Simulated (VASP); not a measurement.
# ZnS (F-43m) in VASP: Born charges and dielectric tensor with LDA

Aim: the Born charges and dielectric tensor of ZnS with LDA.

Everything below comes from runs of VASP 6.6.1. Logs are shortened: lines on timing, memory, paths and dates and some standing lists are left out, and cuts for length are marked.

**What was measured.**

From “Electronic, vibrational, and thermodynamic properties of ZnS (zincblende and rocksalt structure)”, 2009, arxiv:0911.5022, for a bulk crystal of ZnS at 19 K: band gap 3.85 eV (direct).

From a printed reference work, monograph, for a bulk crystal of ZnS: high-frequency dielectric constant 5.14.

The runs below are set against these values where they give the same quantity.

## (1) The crystal as given

It takes space group F-43m (No. 216, cubic). Conventional cell: a = 5.514 Å, b = 5.514 Å, c = 5.514 Å, α = 90.00°, β = 90.00°, γ = 90.00°. Around Zn (site symmetry -43m) lie 4 S at 2.39 Å. S (site symmetry -43m) has 4 Zn at 2.39 Å as nearest neighbours.

The cell is a database's computed one.

## (2) Born charges and dielectric tensor, LDA

File INCAR:

```
PREC = Accurate
ENCUT = 600
EDIFF = 1E-8
ISMEAR = 0
SIGMA = 0.02
LREAL = False
LASPH = True
NELM = 100
ALGO = Normal
ISIF = 2
LWAVE = False
LCHARG = False
GGA = CA
LEPSILON = True
IBRION = 8
NSW = 1
```

File KPOINTS:

```
regular mesh
0
Gamma
  10 10 10
```

File POSCAR:

```
ZnS
1.0
    0.0000000000      2.7572300000      2.7572300000
    2.7572300000      0.0000000000      2.7572300000
    2.7572300000      2.7572300000      0.0000000000
Zn S
1 1
Direct
    0.0000000000      0.0000000000      0.0000000000
    0.7500000000      0.7500000000      0.7500000000
```

Potentials or basis: VASP PAW LDA potentials, release 64 (Zn, S).

The run is started by

```sh
$ cat potpaw_LDA.64/Zn/POTCAR potpaw_LDA.64/S/POTCAR > POTCAR
$ mpirun -np 1 vasp_std > vasp.out
```

OUTCAR:

```text
PREC = Accurate
   ENCUT = 600
   EDIFF = 1E-8
   ISMEAR = 0
   LREAL = False
   LASPH = True
   NELM = 100
   ISIF = 2
   GGA = CA
   LEPSILON = True
   IBRION = 8
   NSW = 1

 ion  position               nearest neighbor table
   1  0.000  0.000  0.000-   2 2.39   2 2.39   2 2.39   2 2.39
   2  0.750  0.750  0.750-   1 2.39   1 2.39   1 2.39   1 2.39

  LATTYP: Found a face centered cubic cell.
 ALAT       =     5.5144600000

  Lattice vectors:

 A1 = (   0.0000000000,   2.7572300000,   2.7572300000)
 A2 = (   2.7572300000,   0.0000000000,   2.7572300000)
 A3 = (   2.7572300000,   2.7572300000,   0.0000000000)

Analysis of symmetry for initial positions (statically):
=====================================================================
 Subroutine PRICEL returns:
 Original cell was already a primitive cell.

 Routine SETGRP: Setting up the symmetry group for a
 face centered cubic supercell.

 Subroutine GETGRP returns: Found 24 space group operations
 (whereof 24 operations were pure point group operations)
 out of a pool of 48 trial point group operations.

The static configuration has the point symmetry T_d .

Analysis of symmetry for dynamics (positions and initial velocities):
=====================================================================
 Subroutine PRICEL returns:
 Original cell was already a primitive cell.

 Routine SETGRP: Setting up the symmetry group for a
 face centered cubic supercell.

 Subroutine GETGRP returns: Found 24 space group operations
 (whereof 24 operations were pure point group operations)
 out of a pool of 48 trial point group operations.

The dynamic configuration has the point symmetry T_d .

 Subroutine INISYM returns: Found 24 space group operations
 (whereof 24 operations are pure point group operations),
 and found     1 'primitive' translations

----------------------------------------------------------------------------------------

                                     Primitive cell

  volume of cell :      41.9227

  direct lattice vectors                    reciprocal lattice vectors
     0.000000000  2.757230000  2.757230000    -0.181341419  0.181341419  0.181341419
     2.757230000  0.000000000  2.757230000     0.181341419 -0.181341419  0.181341419
     2.757230000  2.757230000  0.000000000     0.181341419  0.181341419 -0.181341419

  length of vectors
     3.899312061  3.899312061  3.899312061     0.314092551  0.314092551  0.314092551

  position of ions in fractional coordinates (direct lattice)
     0.000000000  0.000000000  0.000000000
     0.750000000  0.750000000  0.750000000

  ion indices of the primitive-cell ions
   primitive index   ion index
                 1           1
                 2           2

----------------------------------------------------------------------------------------

 KPOINTS: regular mesh

Automatic generation of k-mesh.
 Grid dimensions read from file:
 generate k-points for:   10   10   10

 Generating k-lattice:

  Cartesian coordinates                     Fractional coordinates (reciprocal lattice)
    -0.018134142  0.018134142  0.018134142     0.100000000  0.000000000  0.000000000
     0.018134142 -0.018134142  0.018134142     0.000000000  0.100000000  0.000000000
     0.018134142  0.018134142 -0.018134142     0.000000000  0.000000000  0.100000000

  Length of vectors
     0.031409255  0.031409255  0.031409255

  Shift w.r.t. Gamma in fractional coordinates (k-lattice)
     0.000000000  0.000000000  0.000000000

 Subroutine IBZKPT returns following result:
 ===========================================

 Found     47 irreducible k-points:

 Following reciprocal coordinates:
            Coordinates               Weight
  0.000000  0.000000  0.000000      1.000000
  0.100000  0.000000  0.000000      8.000000
[... 488 lines left out ...]
      direct lattice vectors                 reciprocal lattice vectors
     0.000000000  2.757230000  2.757230000    -0.181341419  0.181341419  0.181341419
     2.757230000  0.000000000  2.757230000     0.181341419 -0.181341419  0.181341419
     2.757230000  2.757230000  0.000000000     0.181341419  0.181341419 -0.181341419

 POSITION                                       TOTAL-FORCE (eV/Angst)
 -----------------------------------------------------------------------------------
      0.00000      0.00000      0.00000         0.000000      0.000000      0.000000
      4.13584      4.13584      4.13584        -0.000000      0.000000     -0.000000
 -----------------------------------------------------------------------------------
    total drift:                               -0.000000     -0.000000     -0.000000

  FREE ENERGIE OF THE ION-ELECTRON SYSTEM (eV)
  ---------------------------------------------------
  free  energy   TOTEN  =        -8.0822634316 eV

  energy  without entropy=       -8.0822634316  energy(sigma->0) =       -8.08226343

 HEAD OF MICROSCOPIC STATIC DIELECTRIC TENSOR (INDEPENDENT PARTICLE, excluding Hartree and local field effects)
 ------------------------------------------------------
           6.807733     0.000000    -0.000000
           0.000000     6.807733     0.000000
           0.000000    -0.000000     6.807733
 ------------------------------------------------------

 Free energy of the ion-electron system (eV)
  ---------------------------------------------------
  ---------------------------------------------------
  free energy    TOTEN  =        -0.65081755 eV

  energy without entropy =       -0.65081755

------------------------ aborting loop because EDIFF is reached ----------------------------------------

--------------------------------------- Ionic step        2  -------------------------------------------

------------------------ aborting loop because EDIFF is reached ----------------------------------------

--------------------------------------- Ionic step        3  -------------------------------------------

------------------------ aborting loop because EDIFF is reached ----------------------------------------

 PIEZOELECTRIC TENSOR FIELD DIRECTION 3  (e Angst)
 -----------------------------------------------------------------------------
    -0.00079  1.83532  0.00000           ( -0.00000 -0.01599  0.00000)
     1.83532 -0.00079  0.00000           ( -0.01599 -0.00000  0.00000)
     0.00000  0.00000 -0.00027           (  0.00000  0.00000 -0.00000)

 PIEZOELECTRIC TENSOR FIELD DIRECTION 3  (C/m^2)
 -----------------------------------------------------------------------------
    -0.00030  0.70141  0.00000
     0.70141 -0.00030  0.00000
     0.00000  0.00000 -0.00011

--------------------------------------- Ionic step        4  -------------------------------------------

------------------------ aborting loop because EDIFF is reached ----------------------------------------

[... ionic steps 5 to 6 ...]

--------------------------------------- Ionic step        7  -------------------------------------------

 Free energy of the ion-electron system (eV)
  ---------------------------------------------------
  ---------------------------------------------------
  free energy    TOTEN  =        -0.10411875 eV

  energy without entropy =       -0.10411875

------------------------ aborting loop because EDIFF is reached ----------------------------------------

 INTERNAL STRAIN TENSOR  FOR ION    2  DIRECTION 1   (eV/Angst):
 -----------------------------------------------------------------------------
    -0.01093  0.00000  0.00000
     0.00000  0.01053  2.39368
     0.00000  2.39368  0.01053

 MACROSCOPIC STATIC DIELECTRIC TENSOR (including local field effects in DFT)
 ------------------------------------------------------
           6.319405    -0.000000    -0.000000
           0.000000     6.319405     0.000000
          -0.000000     0.000000     6.319405
 ------------------------------------------------------

 PIEZOELECTRIC TENSOR (including local field effects)  for field in x, y, z        (e  Angst)
          XX          YY          ZZ          XY          YZ          ZX
  --------------------------------------------------------------------------------
  x     0.00000     0.00000     0.00000     0.00000     1.84522     0.00000
  y     0.00000     0.00000     0.00000     0.00000     0.00000     1.84522
  z     0.00000     0.00000    -0.00000     1.84522     0.00000     0.00000

 PIEZOELECTRIC TENSOR (including local field effects)  for field in x, y, z        (C/m^2)
          XX          YY          ZZ          XY          YZ          ZX
  --------------------------------------------------------------------------------
  x     0.00000     0.00000     0.00000     0.00000     0.70519     0.00000
  y     0.00000     0.00000     0.00000     0.00000     0.00000     0.70519
  z     0.00000     0.00000    -0.00000     0.70519     0.00000     0.00000

 BORN EFFECTIVE CHARGES (including local field effects) (in |e|, cummulative output)
 ---------------------------------------------------------------------------------
 ion    1
    1     2.07494     0.00000     0.00000
    2     0.00000     2.07494     0.00000
    3     0.00000     0.00000     2.07494
 ion    2
    1    -2.07494    -0.00000     0.00000
    2    -0.00000    -2.07494    -0.00000
    3    -0.00000     0.00000    -2.07494

 INTERNAL STRAIN TENSOR FOR ION    2 for displacements in x,y,z  (eV/Angst):
          X           Y           Z          XY          YZ          ZX
  --------------------------------------------------------------------------------
  x    -0.00000     0.00000     0.00000     0.00000     2.39368     0.00000
  y    -0.00000     0.00000    -0.00000     0.00000     0.00000     2.39368
  z     0.00000     0.00000    -0.00000     2.39368     0.00000     0.00000

 SECOND DERIVATIVES (NOT SYMMETRIZED)
 ------------------------------------
               1X          1Y          1Z          2X          2Y          2Z
  1X    -4.407294    0.000000    0.000000    4.407294    0.000000    0.000000
  1Y     0.000000   -4.407294    0.000000    0.000000    4.407294    0.000000
  1Z     0.000000    0.000000   -4.407294    0.000000    0.000000    4.407294
  2X     4.341365    0.000000    0.000000   -4.341365    0.000000    0.000000
  2Y     0.000000    4.341365    0.000000    0.000000   -4.341365    0.000000
  2Z     0.000000    0.000000    4.341365    0.000000    0.000000   -4.341365

 Eigenvectors and eigenvalues of the dynamical matrix
 ----------------------------------------------------

   1 f  =    7.040040 THz    44.233879 2PiTHz  234.830473 cm-1    29.115255 meV
             X         Y         Z           dx          dy          dz
      0.000000  0.000000  0.000000     0.000000    0.576516    0.000000
      4.135845  4.135845  4.135845     0.000000   -0.817086    0.000000
[... 21 lines left out ...]
   6 f/i=    0.024992 THz     0.157028 2PiTHz    0.833635 cm-1     0.103358 meV
             X         Y         Z           dx          dy          dz
      0.000000  0.000000  0.000000     0.000000    0.000000    0.817086
      4.135845  4.135845  4.135845     0.000000    0.000000    0.576516

--------------------------------------------------------------------------------------------------------

 MACROSCOPIC STATIC DIELECTRIC TENSOR IONIC CONTRIBUTION
 ------------------------------------------------------
           4.248178     0.000000     0.000000
           0.000000     4.248178    -0.000000
           0.000000    -0.000000     4.248178
 ------------------------------------------------------

 ELASTIC MODULI CONTR FROM IONIC RELAXATION (kBar)
 Direction    XX          YY          ZZ          XY          YZ          ZX
 --------------------------------------------------------------------------------
 XX          -0.0000      0.0000      0.0000     -0.0000      0.0000      0.0000
 YY           0.0000     -0.0000      0.0000     -0.0000     -0.0000     -0.0000
 ZZ           0.0000      0.0000     -0.0000      0.0000     -0.0000      0.0000
 XY          -0.0000     -0.0000      0.0000    -50.0117      0.0000      0.0000
 YZ           0.0000     -0.0000     -0.0000      0.0000    -50.0117      0.0000
 ZX           0.0000     -0.0000      0.0000      0.0000      0.0000    -50.0117
 --------------------------------------------------------------------------------

 PIEZOELECTRIC TENSOR IONIC CONTR  for field in x, y, z        (C/m^2)
          XX          YY          ZZ          XY          YZ          ZX
  --------------------------------------------------------------------------------
  x     0.00000    -0.00000    -0.00000     0.00000    -0.43372    -0.00000
  y     0.00000    -0.00000     0.00000     0.00000    -0.00000    -0.43372
  z    -0.00000    -0.00000     0.00000    -0.43372    -0.00000     0.00000
```

Wall time 10 min (1 thread of Intel Xeon Platinum 8259CL at 2.50GHz (Skylake/Cascade Lake), shared host); peak memory 0.4 GiB.

What came out:

```yaml
Band_gap_on_the_k_mesh: 1.63 eV, direct
Electronic_dielectric_tensor_diagonal: 6.32
Born_charges_mean_of_the_diagonal: Zn +2.07; S -2.07 e
Highest_phonon_frequency_at_Γ_LO-TO_splitting_left_out: 235 cm⁻¹
```

Phonon frequencies in cm⁻¹ (negative: imaginary):
```csv
q point,frequencies
"(0.000, 0.000, 0.000)",-1 -1 -1 235 235 235
```

Electronic dielectric tensor:
```
6.32 0.00 0.00
0.00 6.32 0.00
0.00 0.00 6.32
```

Born effective charge tensors (e):
atom 1, Zn
```
2.07 0.00 0.00
0.00 2.07 0.00
0.00 0.00 2.07
```
atom 2, S
```
-2.07  0.00  0.00
 0.00 -2.07  0.00
 0.00  0.00 -2.07
```

## (3) Against experiment

Step 2. Against the measured gap of ZnS, 3.85 eV (direct; 19 K; quoted in “Electronic, vibrational, and thermodynamic properties of ZnS (zincblende and rocksalt structure)”, 2009, arxiv:0911.5022), the calculated 1.63 eV is off by -2.22 eV. So large a miss can be the level of theory's own, or it may mean another phase, state or a wrong row. The value is that of LDA, without temperature or zero-point motion. Semilocal functionals fall short of measured gaps as a rule. The cell is a database's relaxed one, not the measured one, which moves gaps too. Measured high-frequency dielectric constant of ZnS: 5.14 (a printed reference work, monograph). This calculation gives 6.32 (+22.9 %).
